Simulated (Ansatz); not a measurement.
A relaxed cell of Ge is given with its symmetry left out. The cell was found from a structure generator's guess, not taken from experiment.

Theory: Ansatz 0.2.0, DFT PBE, scalar-relativistic, plane waves, PAW. Cutoff 420 eV, Γ-centred mesh, Gaussian smearing, no spin polarisation.

```xyz
8
Lattice="8.5452 0.0000 0.0000 0.0000 3.8826 0.0000 0.0000 0.0000 5.2004" Properties=species:S:1:pos:R:3 pbc="T T T"
Ge    1.2957    0.9707    2.7042
Ge    2.9769    2.9120    0.1040
Ge    5.5683    0.9707    5.0964
Ge    7.2495    2.9120    2.4962
Ge    0.5458    2.9120    4.3515
Ge    3.7268    0.9707    1.7513
Ge    4.8184    2.9120    3.4491
Ge    7.9994    0.9707    0.8489
```

Energies count from the standard state of Ge at the same level.

Problem. What space group does it have?

Solution. Pnma (No. 62). Conventional cell: a = 8.545 Å, b = 3.883 Å, c = 5.200 Å. Ge on its first site has 4 Ge at 2.61–2.65 Å; Ge on its second site has 6 Ge at 2.61–2.80 Å.

Problem. How far does it lie from the standard state of Ge?

Solution. +0.27 eV/atom. It lies above the standard state, so it could only be metastable.

Problem. Is it a metal?

Solution. Yes, bands cross the Fermi level on the 6×10×8 mesh.

Problem. From what recipe could a structure generator have reached it?

Solution. One such recipe: 4-, 6-connected net of one element (Pnma, No. 62). Other recipes can lead to the same cell.

The last run used a 6×10×8 mesh (in the run's order of axes) for its 8-atom cell and Gaussian smearing of 0.10 eV. A structure relaxed within its symmetry needn't be a true minimum. Another cell of Ge relaxed alike, in Cmcm, lies 186 meV/atom lower, so this cell isn't the stable form at this level.
